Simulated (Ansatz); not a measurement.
TiO₂ (fluorite) was put through Ansatz (plane waves). The cell was relaxed with r2SCAN and then strained (uniaxial +1.03 % along [111], other directions held), with the atoms relaxed again with r2SCAN; k points keep the names of the unstrained zone.

Structure:
```
Ti O
1.0
     0.01646    2.41329    2.41329
     2.41329    0.01646    2.41329
     2.41329    2.41329    0.01646
Ti O
1 2
Direct
  0.00000 0.00000 0.00000
  0.24965 0.24965 0.24965
  0.75035 0.75035 0.75035
```

Output, abridged:
```
scf.n_extra_bands = 4 over 12 filled bands (N_el = 24.0): the run solves 16 bands
Pseudopotential: Ti, paw, valence charge 12, recommended cutoff 500 eV (meta_gga)
Pseudopotential: O, paw, valence charge 6, recommended cutoff 500 eV (meta_gga)
Functional definition: r2SCAN
Crystal: 3 atoms, lattice volume = 27.822 Å³
Basis set: ecut = 500 eV, 725 PW (Γ)
Bands: 16, of which v1, the nominal top of the filled ones, is band 12 counted from 1 (11 counted from 0)
Symmetry: 12 space group operations
Space group: R-3m (ITA 166)
k-points: 116 of 1000
preconditioner: auto → none  [insulator: Δε(μ)=2.032 eV  ℏωp=28.2 eV]
SCF 1 converged in 8 iterations: F = -3645.476778 eV  dr2 = 4.37e-9
NSCF: frozen V_eff on 6 k-points
SCF converged after 8 iterations
Free energy (F): -3645.476778 eV
Fermi energy:    11.776569 eV
--- Per-component energies (eV) ---
  E_band       = -166.768659
  E_kinetic    = 626.093281
  E_local      = -1297.456609
  E_nonlocal   = 96.507457
  E_hartree    = 490.585111
  E_xc         = -242.090921
  E_vxc        = -347.187863
  E_paw        = -1373.314194
  E_vpaw       = -248.427517
  E_vtau       = 22.528494
  E_ewald      = -1945.485552
  E_core_change = -0.317339
--- Forces (eV/Å), atoms counted from 1 ---
  atom   1  Ti      0.00000      0.00000      0.00000
  atom   2  O     -0.00003    -0.00003    -0.00003
  atom   3  O       0.00003      0.00003      0.00003
--- Stress (GPa, compression-positive) ---
       -2.742261      -0.232593      -0.232593
       -0.232593      -2.742261      -0.232593
       -0.232593      -0.232593      -2.742261
  P = ⅓ Tr σ = -2.7423 GPa (-27.423 kbar)
--- Band table (eV; the first three rows and the last of 116) ---
  k-point 0: bands = […, 5.6529, 5.6823, 5.6823, 10.8650, 10.8650, 10.8977, 13.2733, 13.2733, 17.3866, 17.4351]
  k-point 1: bands = […, 5.7522, 5.7772, 5.9486, 10.5822, 10.6030, 10.6294, 13.4718, 13.4729, 17.1328, 17.2971]
  k-point 2: bands = […, 6.0165, 6.0363, 6.6374, 9.9199, 10.0799, 10.0897, 13.7662, 13.7752, 16.3677, 17.0978]
  k-point 115: bands = […, 6.8017, 6.8017, 8.3361, 8.4706, 9.1910, 9.1910, 13.5710, 13.5710, 14.8159, 17.0502]
```

The file bands.tsv (bands near the Fermi energy, numbered from 0, rounded):
```tsv
# k_distance	band_7	band_8	band_9	band_10	band_11	band_12	band_13	band_14	band_15
# fermi_ev = 11.776569
# [0, 0, 0] at k_distance = 0.000000
# [0.5, 0, 0.5] at k_distance = 1.306291
# [0.625, 0.25, 0.625] at k_distance = 1.766559
# [0.375, 0.375, 0.75] at k_distance = 2.569214
# [0.5, 0.5, 0.5] at k_distance = 3.371869
# [0.5, 0.25, 0.75] at k_distance = 4.298695
# levels_relative_to = fermi_ev
0.000	-6.094	-6.094	-0.912	-0.912	-0.879	1.497	1.497	5.610	5.659
1.306	-4.746	-4.689	-2.166	-2.080	0.000	2.180	2.184	3.131	4.388
1.767	-4.947	-4.435	-2.879	-1.908	-0.456	2.182	2.309	3.429	3.905
2.569	-4.947	-4.435	-2.879	-1.908	-0.456	2.182	2.309	3.429	3.905
3.372	-4.975	-3.440	-3.306	-2.586	-2.586	1.794	1.794	3.039	5.274
4.299	-5.977	-3.440	-3.386	-1.987	-0.253	2.214	2.531	3.481	3.559
```
In order the rows are Γ, X, U, K, L, W.

Problem. Which of these blocks stood in the input: relax, gw, phonons, dielectric, magnetization (spin_orbit)?

Solution. None of them. A single point prints forces and stress when the output block asks for them.

Problem. Which k mesh was typed?

Solution. 10×10×10, Γ-centred.

Problem. How were the bands filled?

Solution. Fixed occupations.

All values are calculated for a non-magnetic cell, which may be hypothetical.
